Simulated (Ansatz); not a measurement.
Runs of Ansatz 0.2.0 on W. Symmetry: Im-3m, No. 229, cubic system. Conventional cell: a = 3.165 Å, b = 3.165 Å, c = 3.165 Å, α = 90.00°, β = 90.00°, γ = 90.00°. Around W (site symmetry m-3m) lie 8 W at 2.74 Å. 

```csv
task,level,potentials or basis,U,cell,k mesh,cutoff (eV),smearing,basis error allowed,mesh quality,gap on the mesh (eV),pressure (GPa),relaxed volume (Å³/atom)
relaxation of cell and atoms,PBE+D4,"all-electron LAPW, scalar-relativistic",-,relaxed,12 × 12 × 12,-,fermi-dirac 0.05 eV,0.001 eV/atom,not flagged,-,0.0,15.80
single point,PBE,"all-electron LAPW, scalar-relativistic",-,as given,5 × 5 × 5,251,fermi-dirac 0.03 eV,0.003 eV/atom,coarse,none,5.6,-
single point,PBE,"all-electron LAPW, scalar-relativistic",-,as given,8 × 8 × 8,264,fermi-dirac 0.06 eV,0.002 eV/atom,coarse,none,6.2,-
relaxation of the atoms,PBEsol+D3(BJ)+U,"all-electron LAPW, scalar-relativistic",W d U = 5.3 eV,atoms relaxed from: cell strained at random at fixed volume,12 × 12 × 12,-,gaussian 0.01 eV,0.001 eV/atom,not flagged,none,-5.4,-
single point,PBE,"all-electron LAPW, scalar-relativistic",-,as given,12 × 12 × 12,286,gaussian 0.027 eV,0.001 eV/atom,not flagged,none,6.1,-
single point,LDA,"all-electron LAPW, scalar-relativistic",-,as given,12 × 12 × 12,286,gaussian 0.05 eV,0.001 eV/atom,not flagged,none,-9.0,-
relaxation of cell and atoms,PBEsol,"all-electron LAPW, scalar-relativistic",-,relaxed,12 × 12 × 12,-,fermi-dirac 0.05 eV,0.001 eV/atom,not flagged,-,0.0,15.70
band structure,LDA,"all-electron LAPW, scalar-relativistic",-,as given,12 × 12 × 12,286,fermi-dirac 0.05 eV,0.001 eV/atom,not flagged,-,(b),-
band structure,PBEsol,"all-electron LAPW, inner shells corrected to Dirac's equation",-,as given,12 × 12 × 12,286,fermi-dirac 0.05 eV,0.001 eV/atom,not flagged,-,(a),-
single point,PBE,"all-electron LAPW, scalar-relativistic",-,as given,12 × 12 × 12,286,gaussian 0.1 eV,0.001 eV/atom,not flagged,none,5.9,-
relaxation of cell and atoms,BLYP,"all-electron LAPW, scalar-relativistic",-,relaxed,12 × 12 × 12,-,fermi-dirac 0.05 eV,0.001 eV/atom,not flagged,-,0.0,16.68
```

Alike in all rows: no spin polarisation.

Estimate the missing entries.

(a) -2.8; (b) -8.9.

Caveats: some runs use coarse meshes; the k mesh is thin for a metal, which can move the energy by tens of meV per atom (some runs); U is the effective U less J, on atomic orbitals that reach past the spheres (some runs); U without spin polarisation on a metal has little footing (some runs); pairwise dispersion overbinds metals, which lowers pressure and volume (some runs); the U is typed as a test and isn't derived for this compound (some runs).

A k mesh can miss the band edges, and the runs leave out spin-orbit coupling on W.

A gap of «none» marks a metal or a gap under the smearing width.

Not every run made on this cell is shown here.
